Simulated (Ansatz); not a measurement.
Here is an Ansatz 0.2.0 calculation.

File input.yaml:

```yaml
crystal:
  lattice:
    - [4.5673748306, 0.0, 0.0]
    - [-2.2836874153, 3.9554626319, 0.0]
    - [0.0, 0.0, 2.82624427]
  atoms:
    - { symbol: Ti, position: [0.6666666667, 0.3333333333, 0.5] }
    - { symbol: Ti, position: [0.3333333333, 0.6666666667, 0.5] }
    - { symbol: Ti, position: [0.0, 0.0, 0.0] }
hamiltonian:
  xc: pbe
  pseudopotentials: { kind: paw }
  dispersion: d3bj
kpoints:
  mp_grid: { grid: [7, 7, 9] }
scf:
  occupations: { method: fermi_dirac, width: 0.05 }
output:
  forces: true
  stress: true
  eigenvalues: true
  write_density: true
  write_potential: true
  elf: true
  volumetric_format: npy
relax:
  f_tol: 0.01
  max_steps: 40
  cell: { stress_tol: 0.05 }
```

Potentials or basis: Ansatz PAW.

Command:

```bash
$ ansatz run input.yaml --threads 2 --pin off --max-ram 5632MiB --backend cpu --events-out ev --progress --plain --runs-dir out
```

(1) Estimate the space group after relaxing (to 0.05 Å).

(2) What does it give for the relaxed cell?

(3) What does it give for the band gap on the k mesh?

(4) Estimate the relaxed volume.

Answers

(1) P6/mmm (No. 191).

(2) a = 4.495 Å, b = 4.495 Å, c = 2.784 Å, α = 90.00°, β = 90.00°, γ = 120.00°.

(3) none (metal or under the smearing width).

(4) 16.24 Å³/atom.

Caveat: pairwise dispersion overbinds metals, which lowers pressure and volume.
